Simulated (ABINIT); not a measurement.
Crystal: Ga2O3.

```xyz
10
Lattice="6.1070 -1.5186 0.0000 6.1070 1.5186 0.0000 -1.3860 0.0000 5.6300" Properties=species:S:1:pos:R:3 pbc="T T T"
Ga    3.2184    0.0000    3.8621
Ga    7.6096    0.0000    1.7679
Ga   10.8240    0.0000    1.1564
Ga    0.0041    0.0000    4.4736
O     5.1267    0.0000    4.1853
O     5.7013    0.0000    1.4447
O     9.4919    0.0000    2.4592
O     1.3361    0.0000    3.1708
O     8.9710    0.0000    5.0118
O     1.8570    0.0000    0.6182
```

| Property | Result |
| --- | --- |
| Program | ABINIT 10.8.3 (patched build) |
| Task | relaxation of cell and atoms |
| Functional | LDA |
| Potentials or basis | JTH PAW LDA v2.0 |
| Cutoff | 626 eV |
| k mesh | 4 × 4 × 2 |
| Occupations | fermi-dirac, width 0.05 eV |
| Spin | no spin polarisation |

At the start: pressure -3.7 GPa; volume 10.44 Å³/atom.

Problem. How do energy, volume and symmetry change on relaxing?

Solution. Over 13 steps the energy falls by 2.3 meV/atom and the volume is 10.24 Å³/atom (-1.9 %); space group C2/m (No. 12, to 0.05 Å).

Step by step:
```
step  energy change (eV)  largest force (eV/Å)  pressure (GPa)  volume (Å³)
   1              0.0000                0.0971           -3.68       104.42
   2             -0.0189                0.0584           -1.34       103.25
   3             -0.0201                0.2303            0.35       102.37
   4             -0.0226                0.0551            0.15       102.45
   5             -0.0229                0.0267           -0.05       102.53
   6             -0.0230                0.0229           -0.06       102.52
   7             -0.0232                0.0297           -0.02       102.43
   8             -0.0232                0.0434           -0.01       102.43
   9             -0.0233                0.0204            0.00       102.42
  10             -0.0233                0.0181            0.00       102.42
  11             -0.0234                0.0172            0.02       102.40
  12             -0.0234                0.0207            0.01       102.40
  13             -0.0234                0.0062            0.01       102.41
```

Final structure:
```yaml
crystal:
  lattice:
    - [6.06150, -1.51027, 0.00191]
    - [6.06150, 1.51027, 0.00191]
    - [-1.37390, 0.00000, 5.59284]
  atoms:
    - { symbol: Ga, position: [0.34116, 0.34116, 0.68587] }
    - { symbol: Ga, position: [0.65884, 0.65884, 0.31413] }
    - { symbol: Ga, position: [0.90923, 0.90923, 0.20495] }
    - { symbol: Ga, position: [0.09077, 0.09077, 0.79505] }
    - { symbol: O, position: [0.50372, 0.50372, 0.74424] }
    - { symbol: O, position: [0.49628, 0.49628, 0.25576] }
    - { symbol: O, position: [0.82687, 0.82687, 0.43776] }
    - { symbol: O, position: [0.17313, 0.17313, 0.56224] }
    - { symbol: O, position: [0.83449, 0.83449, 0.89068] }
    - { symbol: O, position: [0.16551, 0.16551, 0.10932] }
```

Caveat: the k mesh is coarse (spacing up to 0.56 Å⁻¹), so the values aren't converged; the atomic spheres overlap.
